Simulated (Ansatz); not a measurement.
# Rb: eigenvalues along the path

```yaml
crystal:
  lattice:
    - [5.03446, 0.00000, 0.00000]
    - [-2.51723, 4.35997, 0.00000]
    - [0.00000, 0.00000, 8.33680]
  atoms:
    - { symbol: Rb, position: [0.33333, 0.66667, 0.25000] }
    - { symbol: Rb, position: [0.66667, 0.33333, 0.75000] }
```

Atom numbers follow the list: Rb1, Rb2.

The cell was built from the hcp type and relaxed in the same program, and has space group P6_3/mmc; it needn't be a known or the stable phase.

Computed with DFT, PBE, all-electron LAPW, scalar-relativistic (Ansatz 0.2.0).

Numerical set-up: a Γ-centred 11×11×6 k mesh, Fermi–Dirac smearing of 0.03 eV, basis error target 0.25 meV/atom, no spin polarisation.

Path points, in fractions of the reciprocal vectors: Γ (0.000, 0.000, 0.000), M (0.500, 0.000, 0.000), K (0.333, 0.333, 0.000), A (0.000, 0.000, 0.500), L (0.500, 0.000, 0.500), H (0.333, 0.333, 0.500). Levels in eV from the Fermi level; bands 3 to 11, counted from the lowest band of the run. The gap is zero.

```
# k(1/Å) point b3 b4 b5 b6 b7 b8 b9 b10 b11
0.000 Γ -13.05 -12.98 -12.98 -12.97 -12.96 -12.96 -1.99 0.07 0.59
0.051 - -13.05 -12.98 -12.98 -12.97 -12.96 -12.96 -1.97 0.09 0.60
0.103 - -13.05 -12.98 -12.98 -12.97 -12.97 -12.96 -1.94 0.13 0.61
0.154 - -13.05 -12.98 -12.98 -12.97 -12.97 -12.97 -1.87 0.20 0.63
0.206 - -13.05 -12.99 -12.98 -12.98 -12.97 -12.97 -1.79 0.29 0.66
0.257 - -13.05 -13.00 -12.99 -12.98 -12.97 -12.97 -1.67 0.41 0.69
0.309 - -13.04 -13.00 -12.99 -12.98 -12.97 -12.97 -1.54 0.55 0.74
0.360 - -13.04 -13.01 -13.00 -12.99 -12.97 -12.97 -1.38 0.71 0.80
0.412 - -13.03 -13.02 -13.01 -12.99 -12.97 -12.97 -1.21 0.86 0.88
0.463 - -13.03 -13.03 -13.02 -12.99 -12.98 -12.97 -1.02 0.93 1.05
0.515 - -13.04 -13.02 -13.02 -12.99 -12.98 -12.98 -0.81 1.01 1.21
0.566 - -13.04 -13.03 -13.02 -13.00 -12.98 -12.98 -0.59 0.97 1.10
0.618 - -13.05 -13.03 -13.02 -13.00 -12.98 -12.98 -0.35 0.71 1.18
0.669 - -13.05 -13.04 -13.01 -13.00 -12.98 -12.98 -0.12 0.46 1.24
0.721 M -13.05 -13.04 -13.01 -13.00 -12.99 -12.98 0.03 0.30 1.27
0.750 - -13.05 -13.04 -13.01 -13.00 -12.99 -12.98 0.04 0.30 1.27
0.780 - -13.05 -13.04 -13.01 -13.00 -12.99 -12.98 0.05 0.31 1.28
0.810 - -13.05 -13.04 -13.01 -13.00 -12.99 -12.98 0.07 0.32 1.29
0.839 - -13.05 -13.03 -13.01 -13.00 -12.99 -12.98 0.10 0.34 1.31
0.869 - -13.05 -13.03 -13.01 -13.00 -12.99 -12.98 0.14 0.36 1.33
0.899 - -13.05 -13.03 -13.01 -13.01 -12.99 -12.99 0.18 0.39 1.35
0.929 - -13.04 -13.03 -13.01 -13.01 -12.99 -12.99 0.23 0.42 1.38
0.958 - -13.04 -13.03 -13.01 -13.01 -12.99 -12.99 0.29 0.46 1.41
0.988 - -13.04 -13.03 -13.01 -13.01 -13.00 -12.99 0.35 0.50 1.34
1.018 - -13.04 -13.03 -13.02 -13.01 -13.00 -12.99 0.42 0.54 1.25
1.047 - -13.04 -13.02 -13.02 -13.00 -13.00 -12.99 0.49 0.59 1.14
1.077 - -13.04 -13.02 -13.02 -13.01 -13.00 -12.99 0.57 0.64 1.02
1.107 - -13.03 -13.02 -13.02 -13.01 -13.00 -13.00 0.65 0.69 0.88
1.137 K -13.03 -13.02 -13.02 -13.01 -13.00 -13.00 0.74 0.74 0.75
1.196 - -13.03 -13.02 -13.02 -13.01 -13.00 -12.99 0.44 0.87 0.91
1.255 - -13.04 -13.03 -13.01 -13.01 -13.00 -12.99 0.14 1.01 1.09
1.315 - -13.04 -13.03 -13.01 -13.01 -13.00 -12.99 -0.16 1.16 1.24
1.374 - -13.03 -13.03 -13.02 -13.00 -12.99 -12.98 -0.44 1.18 1.32
1.434 - -13.03 -13.03 -13.02 -13.00 -12.99 -12.98 -0.71 1.07 1.27
1.493 - -13.03 -13.02 -13.02 -12.99 -12.98 -12.98 -0.96 0.96 1.10
1.553 - -13.03 -13.02 -13.01 -12.99 -12.98 -12.97 -1.19 0.87 0.90
1.612 - -13.04 -13.01 -13.00 -12.98 -12.97 -12.97 -1.40 0.70 0.79
1.671 - -13.04 -13.00 -12.99 -12.98 -12.97 -12.97 -1.57 0.52 0.73
1.731 - -13.05 -12.99 -12.99 -12.98 -12.97 -12.97 -1.72 0.36 0.68
1.790 - -13.05 -12.99 -12.98 -12.97 -12.97 -12.97 -1.84 0.24 0.64
1.850 - -13.05 -12.98 -12.98 -12.97 -12.97 -12.96 -1.92 0.15 0.61
1.909 - -13.05 -12.98 -12.98 -12.97 -12.97 -12.96 -1.97 0.09 0.60
1.969 Γ -13.05 -12.98 -12.98 -12.97 -12.96 -12.96 -1.99 0.07 0.59
1.996 - -13.05 -12.98 -12.98 -12.97 -12.96 -12.96 -1.98 0.04 0.63
2.022 - -13.05 -12.98 -12.98 -12.97 -12.96 -12.96 -1.97 -0.04 0.71
2.049 - -13.05 -12.98 -12.98 -12.97 -12.96 -12.96 -1.96 -0.14 0.82
2.076 - -13.05 -12.98 -12.98 -12.97 -12.96 -12.96 -1.93 -0.25 0.94
2.103 - -13.05 -12.97 -12.97 -12.97 -12.96 -12.96 -1.90 -0.37 1.06
2.130 - -13.04 -12.98 -12.97 -12.97 -12.97 -12.97 -1.86 -0.49 1.19
2.157 - -13.04 -12.98 -12.97 -12.97 -12.97 -12.97 -1.82 -0.60 1.32
2.184 - -13.04 -12.98 -12.97 -12.97 -12.97 -12.97 -1.77 -0.72 1.45
2.211 - -13.03 -12.99 -12.97 -12.97 -12.97 -12.97 -1.71 -0.83 1.58
2.238 - -13.03 -12.99 -12.97 -12.97 -12.97 -12.97 -1.65 -0.94 1.71
2.265 - -13.02 -13.00 -12.97 -12.97 -12.97 -12.97 -1.58 -1.04 1.85
2.292 - -13.02 -13.00 -12.97 -12.97 -12.97 -12.97 -1.50 -1.15 1.98
2.319 - -13.02 -13.01 -12.97 -12.97 -12.97 -12.97 -1.42 -1.24 2.11
2.345 A -13.01 -13.01 -12.97 -12.97 -12.97 -12.97 -1.33 -1.33 2.24
2.397 - -13.01 -13.01 -12.97 -12.97 -12.97 -12.97 -1.32 -1.32 2.24
2.448 - -13.01 -13.01 -12.97 -12.97 -12.97 -12.97 -1.29 -1.29 2.25
2.500 - -13.01 -13.01 -12.98 -12.98 -12.97 -12.97 -1.23 -1.23 2.26
2.551 - -13.01 -13.01 -12.98 -12.98 -12.97 -12.97 -1.14 -1.14 2.27
2.603 - -13.01 -13.01 -12.98 -12.98 -12.97 -12.97 -1.04 -1.04 2.27
2.654 - -13.02 -13.02 -12.99 -12.99 -12.98 -12.98 -0.92 -0.92 2.24
2.706 - -13.02 -13.02 -12.99 -12.99 -12.98 -12.98 -0.77 -0.77 2.14
2.757 - -13.03 -13.03 -12.99 -12.99 -12.98 -12.98 -0.61 -0.61 1.98
2.809 - -13.04 -13.04 -12.99 -12.99 -12.98 -12.98 -0.44 -0.44 1.78
2.860 - -13.04 -13.04 -12.99 -12.99 -12.98 -12.98 -0.25 -0.25 1.58
2.912 - -13.05 -13.05 -12.99 -12.99 -12.99 -12.99 -0.06 -0.06 1.36
2.963 - -13.05 -13.05 -12.99 -12.99 -12.99 -12.99 0.13 0.13 1.16
3.015 - -13.05 -13.05 -12.99 -12.99 -12.99 -12.99 0.31 0.31 0.98
3.066 L -13.05 -13.05 -12.99 -12.99 -12.99 -12.99 0.39 0.39 0.89
3.096 - -13.05 -13.05 -12.99 -12.99 -12.99 -12.99 0.40 0.40 0.89
3.125 - -13.05 -13.05 -12.99 -12.99 -12.99 -12.99 0.41 0.41 0.89
3.155 - -13.05 -13.05 -12.99 -12.99 -12.99 -12.99 0.43 0.43 0.90
3.185 - -13.05 -13.05 -13.00 -13.00 -12.98 -12.98 0.46 0.46 0.91
3.215 - -13.05 -13.05 -13.00 -13.00 -12.98 -12.98 0.50 0.50 0.92
3.244 - -13.05 -13.05 -13.00 -13.00 -12.98 -12.98 0.55 0.55 0.94
3.274 - -13.05 -13.05 -13.00 -13.00 -12.98 -12.98 0.60 0.60 0.96
3.304 - -13.05 -13.05 -13.01 -13.01 -12.98 -12.98 0.66 0.66 0.98
3.333 - -13.04 -13.04 -13.01 -13.01 -12.98 -12.98 0.73 0.73 1.01
3.363 - -13.04 -13.04 -13.01 -13.01 -12.98 -12.98 0.80 0.80 1.04
3.393 - -13.04 -13.04 -13.02 -13.02 -12.98 -12.98 0.87 0.87 1.07
3.423 - -13.04 -13.04 -13.02 -13.02 -12.98 -12.98 0.95 0.95 1.12
3.452 - -13.04 -13.04 -13.02 -13.02 -12.98 -12.98 1.01 1.01 1.17
3.482 H -13.04 -13.04 -13.02 -13.02 -12.98 -12.98 1.05 1.05 1.23
3.541 - -13.04 -13.04 -13.02 -13.02 -12.98 -12.98 0.88 0.88 1.25
3.601 - -13.04 -13.04 -13.01 -13.01 -12.98 -12.98 0.61 0.61 1.35
3.660 - -13.04 -13.04 -13.01 -13.01 -12.98 -12.98 0.34 0.34 1.47
3.720 - -13.04 -13.04 -13.00 -13.00 -12.98 -12.98 0.08 0.08 1.61
3.779 - -13.04 -13.04 -13.00 -13.00 -12.98 -12.98 -0.16 -0.16 1.76
3.839 - -13.03 -13.03 -13.00 -13.00 -12.98 -12.98 -0.39 -0.39 1.92
3.898 - -13.03 -13.03 -12.99 -12.99 -12.98 -12.98 -0.60 -0.60 2.08
3.957 - -13.02 -13.02 -12.99 -12.99 -12.98 -12.98 -0.78 -0.78 2.20
4.017 - -13.02 -13.02 -12.99 -12.99 -12.98 -12.98 -0.95 -0.95 2.26
4.076 - -13.01 -13.01 -12.98 -12.98 -12.97 -12.97 -1.08 -1.08 2.27
4.136 - -13.01 -13.01 -12.98 -12.98 -12.97 -12.97 -1.19 -1.19 2.27
4.195 - -13.01 -13.01 -12.97 -12.97 -12.97 -12.97 -1.27 -1.27 2.25
4.255 - -13.01 -13.01 -12.97 -12.97 -12.97 -12.97 -1.32 -1.32 2.24
4.314 A -13.01 -13.01 -12.97 -12.97 -12.97 -12.97 -1.33 -1.33 2.24
```
